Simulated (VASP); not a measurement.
# Al (P6_3/mmc) in VASP: notebook

One crystal, Al, is run at these levels: HSE06; tasks: single point.

All numbers are computed with VASP 6.6.1; they aren't measurements. Logs are shortened: lines on timing, memory, paths and dates and some standing lists are left out, and cuts for length are marked.

## 1. The crystal as given

It takes space group P6_3/mmc (No. 194, hexagonal). The conventional cell has a = 2.874 Å, b = 2.874 Å, c = 4.595 Å, α = 90.00°, β = 90.00°, γ = 120.00°. Al (site symmetry -6m2) has 12 Al at 2.83 to 2.87 Å as nearest neighbours.

The cell was built by a generator and needn't be a form met in nature.

## 2. Single point, HSE06

POSCAR

```
Al
1.0
    2.8738396367      0.0000000000      0.0000000000
   -1.4369198184      2.4888181318      0.0000000000
    0.0000000000      0.0000000000      4.5953083097
Al
2
Direct
    0.3333333333      0.6666666667      0.7500000000
    0.6666666667      0.3333333333      0.2500000000
```

INCAR.step1

```
  PREC = Accurate
  ENCUT = 520
  EDIFF = 1E-5
  ISMEAR = 0
  SIGMA = 0.05
  LREAL = F
  LASPH = T
  NELM = 100
  ALGO = Normal
  ISIF = 2
  LWAVE = T
  LCHARG = F
  NBANDS = 10
  GGA = PE
```

INCAR.step2

```
  PREC = Accurate
  ENCUT = 520
  EDIFF = 1E-6
  ISMEAR = 0
  SIGMA = 0.05
  LREAL = F
  LASPH = T
  NELM = 100
  ALGO = Normal
  ISIF = 2
  LWAVE = F
  LCHARG = F
  GGA = PE
  LHFCALC = T
  HFSCREEN = 0.2079
  PRECFOCK = Normal
  NBANDS = 10
  ISTART = 1
```

KPOINTS

```
Automatic mesh
0
Gamma
  8 8 6
```

Potentials or basis: VASP PAW PBE potentials, release 64 (Al).

Command:

```bash
> cat potpaw_PBE.64/Al/POTCAR > POTCAR
> cp INCAR.step1 INCAR
> mpirun -np 1 vasp_std > vasp.out
> cp INCAR.step2 INCAR
> mpirun -np 1 vasp_std > vasp.out
```

OUTCAR:

```text
PREC = Accurate
   ENCUT = 520
   EDIFF = 1E-6
   ISMEAR = 0
   LREAL = F
   LASPH = T
   NELM = 100
   ISIF = 2
   GGA = PE
   LHFCALC = T
   HFSCREEN = 0.2079
   PRECFOCK = Normal
   ISTART = 1

 ion  position               nearest neighbor table
   1  0.333  0.667  0.750-   2 2.83   2 2.83   2 2.83   2 2.83   2 2.83   2 2.83
   2  0.667  0.333  0.250-   1 2.83   1 2.83   1 2.83   1 2.83   1 2.83   1 2.83

  LATTYP: Found a hexagonal cell.
 ALAT       =     2.8738396367
 C/A-ratio  =     1.5990134770

  Lattice vectors:

 A1 = (   2.8738396367,   0.0000000000,   0.0000000000)
 A2 = (  -1.4369198184,   2.4888181318,   0.0000000000)
 A3 = (   0.0000000000,   0.0000000000,   4.5953083097)

Analysis of symmetry for initial positions (statically):
=====================================================================
 Subroutine PRICEL returns:
 Original cell was already a primitive cell.

 Routine SETGRP: Setting up the symmetry group for a
 hexagonal supercell.

 Subroutine GETGRP returns: Found 24 space group operations
 (whereof 12 operations were pure point group operations)
 out of a pool of 24 trial point group operations.

The static configuration has the point symmetry D_3d.
 The point group associated with its full space group is D_6h.

Analysis of symmetry for dynamics (positions and initial velocities):
=====================================================================
 Subroutine PRICEL returns:
 Original cell was already a primitive cell.

 Routine SETGRP: Setting up the symmetry group for a
 hexagonal supercell.

 Subroutine GETGRP returns: Found 24 space group operations
 (whereof 12 operations were pure point group operations)
 out of a pool of 24 trial point group operations.

The dynamic configuration has the point symmetry D_3d.
 The point group associated with its full space group is D_6h.

 Subroutine INISYM returns: Found 24 space group operations
 (whereof 12 operations are pure point group operations),
 and found     1 'primitive' translations

----------------------------------------------------------------------------------------

                                     Primitive cell

  volume of cell :      32.8678

  direct lattice vectors                    reciprocal lattice vectors
     2.873839637  0.000000000  0.000000000     0.347966528  0.200898569  0.000000000
    -1.436919818  2.488818132  0.000000000     0.000000000  0.401797137  0.000000000
     0.000000000  0.000000000  4.595308310     0.000000000  0.000000000  0.217613255

  length of vectors
     2.873839637  2.873839637  4.595308310     0.401797137  0.401797137  0.217613255

  position of ions in fractional coordinates (direct lattice)
     0.333333333  0.666666667  0.750000000
     0.666666667  0.333333333  0.250000000

  ion indices of the primitive-cell ions
   primitive index   ion index
                 1           1
                 2           2

----------------------------------------------------------------------------------------

 KPOINTS: Automatic mesh

Automatic generation of k-mesh.
 Grid dimensions read from file:
 generate k-points for:    8    8    6

 Generating k-lattice:

  Cartesian coordinates                     Fractional coordinates (reciprocal lattice)
     0.043495816  0.025112321  0.000000000     0.125000000  0.000000000  0.000000000
     0.000000000  0.050224642  0.000000000     0.000000000  0.125000000  0.000000000
     0.000000000  0.000000000  0.036268876     0.000000000  0.000000000  0.166666667

  Length of vectors
     0.050224642  0.050224642  0.036268876

  Shift w.r.t. Gamma in fractional coordinates (k-lattice)
     0.000000000  0.000000000  0.000000000

 Subroutine IBZKPT returns following result:
 ===========================================

 Found     40 irreducible k-points:

 Following reciprocal coordinates:
            Coordinates               Weight
  0.000000  0.000000  0.000000      1.000000
  0.125000  0.000000  0.000000      6.000000
  0.250000  0.000000  0.000000      6.000000
  0.375000 -0.000000  0.000000      6.000000
  0.500000  0.000000  0.000000      3.000000
  0.125000  0.125000  0.000000      6.000000
[... 16 lines left out ...]
  0.250000  0.000000  0.333333     12.000000
  0.375000 -0.000000  0.333333     12.000000
 [... further k-points ...]
   k-points           NKPTS =     40   k-points in BZ     NKDIM =    384   number of bands    NBANDS=     10
   number of dos      NEDOS =    301   number of ions     NIONS =      2
   total plane-waves  NPLWV =  20736
   dimension x,y,z NGX =    24 NGY =   24 NGZ =   36
   dimension x,y,z NGXF=    48 NGYF=   48 NGZF=   72
   ions per type =               2
   NGX,Y,Z   is equivalent  to a cutoff of  13.88, 13.88, 13.02 a.u.
   NGXF,Y,Z  is equivalent  to a cutoff of  27.77, 27.77, 26.05 a.u.
 SYSTEM =  unknown system
   PREC   = accura    normal or accurate (medium, high low for compatibility)
   ISTART =      1    job   : 0-new  1-cont  2-samecut
   ICHARG =      0    charge: 1-file 2-atom 10-const
   ISPIN  =      1    spin polarized calculation?
   LNONCOLLINEAR =      F non collinear calculations
   LSORBIT =      F    spin-orbit coupling
   LASPH  =      T    aspherical Exc in radial PAW
   ENCUT  =  520.0 eV  38.22 Ry    6.18 a.u.   5.34  5.34  8.54*2*pi/ulx,y,z
   NELM   =    100;   NELMIN=  2; NELMDL=  0     # of ELM steps
   EDIFF  = 0.1E-05   stopping-criterion for ELM
   LREAL  =      F    real-space projection
   EDIFFG = 0.1E-04   stopping-criterion for IOM
   NSW    =      0    number of steps for IOM
   IBRION =     -1    ionic relax: 0-MD 1-quasi-New 2-CG
   NFREE  =      0    steps in history (QN), initial steepest desc. (CG)
   ISIF   =      2    stress and relaxation
   ISYM   =      3    0-nonsym 1-usesym 2-fastsym
   POTIM  = 0.5000    time-step for ionic-motion
   TEBEG  =    0.0;   TEEND  =   0.0 temperature during run
   PSTRESS=    0.0 pullay stress
   NELECT =       6.0000    total number of electrons
   NUPDOWN=      -1.0000    fix difference up-down
   EMIN   =  10.00;   EMAX   =-10.00  energy-range for DOS
   EFERMI =   0.00;   METHOD = LEGACY
   ISMEAR =     0;   SIGMA  =   0.05  broadening in eV -4-tet -1-fermi 0-gaus
   EFERMI_NEDOS =   21; number of points for ismear=-14 and -15
   IALGO  =     38    algorithm
   IMIX   =      1    mixing-type and parameters
     AMIX     =   0.40;   BMIX     =  1.00
     AMIX_MAG =   1.60;   BMIX_MAG =  1.00
  volume/ion in A,a.u.               =      16.43       110.90
  Fermi-wavevector in a.u.,A,eV,Ry     =   0.928685  1.754960 11.734426  0.862456
  Thomas-Fermi vector in A             =   2.054888
   LORBIT       =      0    0 simple, 1 ext, 2 COOP (PROOUT), +10 PAW based schemes
   GGA     = PE    functional components
   LHFCALC =     T    Hartree Fock is set to
   PRECFOCK=normal    Normal, Fast or Accurate (Low or Medium for compatibility)
   ENCUT4O =  -1.0   cutoff for four orbital integrals eV
   NKREDX  =     1    reduce k-point grid by
   NKREDY  =     1    reduce k-point grid by
   NKREDZ  =     1    reduce k-point grid by
   AEXX    =    0.2500 exact exchange contribution
   HFSCREEN=    0.2079 screening length (either q_TF or 0.3 A-1)
   HFSCREENC=   0.2079 screening length for correlation (either q_TF or 0.3 A-1)
   ENCUTFOCK=  -1.0 apply spherical cutoff to Coloumb kernel
   IVDW    =     0    specifies the selected vdW correction
   LEPSILON=     F    determine dielectric tensor
   LRPA    =     F    only Hartree local field effects (RPA)
 non-spin polarized calculation
 Gauss-broadening in eV      SIGMA  =   0.05
  energy-cutoff  :      520.00
  volume of cell :       32.87
 maximum number of plane-waves:       911
 NGX is ok and might be reduce to    24
  NGX = 18; NGY = 18; NGZ = 28

 number of electron       6.0000000 magnetization

 Free energy of the ion-electron system (eV)
  ---------------------------------------------------
  ext. energy  EPLUGINS =         0.00000000
  ---------------------------------------------------
  free energy    TOTEN  =        -8.12160886 eV

  energy without entropy =       -8.11930253  energy(sigma->0) =       -8.12045570

 E-fermi :   7.9726     XC(G=0):  -8.4246

 val. band max:        7.9688989484   @ k =   0.2500   0.1250   0.1667
 cond. band min:       8.0067413303   @ k =   0.3750   0.1250   0.0000
 fundamental gap:      0.0378423819
 Fermi energy:         7.9725838086

 k-point     1 :       0.0000    0.0000    0.0000
  band No.  band energies     occupation
      1      -4.6963      2.00000
      2       2.8744      2.00000
      3       3.3366      2.00000
      4      19.2496      0.00000
      5      19.2496      0.00000
      6      19.7386      0.00000
      7      19.7386      0.00000
      8      21.3861      0.00000
      9      22.8253      0.00000
     10      24.1681      0.00000

 k-point     2 :       0.1250    0.0000    0.0000
  band No.  band energies     occupation
      1      -4.2788      2.00000
      2       3.2730      2.00000
      3       3.7545      2.00000
      4      14.9588      0.00000
      5      17.1036      0.00000
      6      18.5840      0.00000
      7      21.2837      0.00000
      8      21.5130      0.00000
      9      22.5139      0.00000
     10      23.2091      0.00000

 k-point     3 :       0.2500    0.0000    0.0000
  band No.  band energies     occupation
      1      -3.0291      2.00000
      2       4.4720      2.00000
      3       4.9710      2.00000
      4      10.1879      0.00000
      5      15.3931      0.00000
      6      16.2954      0.00000
      7      16.8124      0.00000
      8      18.1116      0.00000
      9      21.6838      0.00000
     10      21.8186      0.00000
[... 248 lines left out ...]
 k-point    23 :       0.2500    0.0000    0.3333
  band No.  band energies     occupation
      1      -2.1601      2.00000
      2       0.4365      2.00000
      3      10.1788      0.00000
      4      11.2068      0.00000
      5      13.2740      0.00000
      6      16.1081      0.00000
      7      16.8578      0.00000
      8      18.2402      0.00000
      9      18.7023      0.00000
     10      20.1112      0.00000

 k-point    24 :       0.3750   -0.0000    0.3333
  band No.  band energies     occupation
      1      -0.0893      2.00000
      2       2.4816      2.00000
      3       6.5498      2.00000
      4       8.9854      0.00000
      5      12.5123      0.00000
      6      15.0775      0.00000
      7      16.4218      0.00000
      8      17.2273      0.00000
      9      18.1424      0.00000
     10      19.0536      0.00000

 [... further k-points ...]

------------------------ aborting loop because EDIFF is reached ----------------------------------------

  FORCE on cell =-STRESS in cart. coord.  units (eV):
  Direction    XX          YY          ZZ          XY          YZ          ZX
  --------------------------------------------------------------------------------------
  -------------------------------------------------------------------------------------
  Total       -0.0016191     -0.0016191      0.0029251      0.0000000      0.0000000      0.0000000
  in kB       -0.0789226     -0.0789226      0.1425869      0.0000000      0.0000000      0.0000000
  external PRESSURE =      -0.0050861 kB  Pullay stress =       0.0000000 kB

 VOLUME and BASIS-vectors are now :
 -----------------------------------------------------------------------------
  energy-cutoff  :      520.00
  volume of cell :       32.87
      direct lattice vectors                 reciprocal lattice vectors
     2.873839637  0.000000000  0.000000000     0.347966528  0.200898569  0.000000000
    -1.436919818  2.488818132  0.000000000     0.000000000  0.401797137  0.000000000
     0.000000000  0.000000000  4.595308310     0.000000000  0.000000000  0.217613255

 POSITION                                       TOTAL-FORCE (eV/Angst)
 -----------------------------------------------------------------------------------
     -0.00000      1.65921      3.44648         0.000000      0.000000      0.000000
      1.43692      0.82961      1.14883        -0.000000     -0.000000     -0.000000
 -----------------------------------------------------------------------------------
    total drift:                                0.000000     -0.000000      0.000000

  FREE ENERGIE OF THE ION-ELECTRON SYSTEM (eV)
  ---------------------------------------------------
  free  energy   TOTEN  =        -8.1216088641 eV

  energy  without entropy=       -8.1193025290  energy(sigma->0) =       -8.12045570
```

Wall time 17 min (1 thread of AMD EPYC 9R14 (Zen 4), shared host); peak memory 0.24 GiB.

Results:

| Property | Result |
| --- | --- |
| Free energy | -8.1216 eV |
| Pressure | 0.0 GPa |
| Band gap on the k mesh | none (metal or under the smearing width) |

Levels at points of the mesh, in eV from the Fermi level:
```
           k point  band 1  band 2  band 3  band 4  band 5  band 6  band 7  band 8
(0.00, 0.00, 0.00)  -12.67   -5.10   -4.64   11.28   11.28   11.77   11.77   13.41
(0.50, 0.00, 0.00)   -6.16   -5.91    0.78    1.64    1.82    2.26    6.03    7.95
(0.00, 0.00, 0.50)  -10.71  -10.71    4.40    4.40   12.66   12.66   12.66   12.66
(0.50, 0.00, 0.50)   -4.50   -4.50   -3.63   -3.63    7.66    7.66    8.44    8.44
```

Caveat: the PAW data sets were made with another functional, which shifts forces and pressure a little.

[end of part 1 of 2]
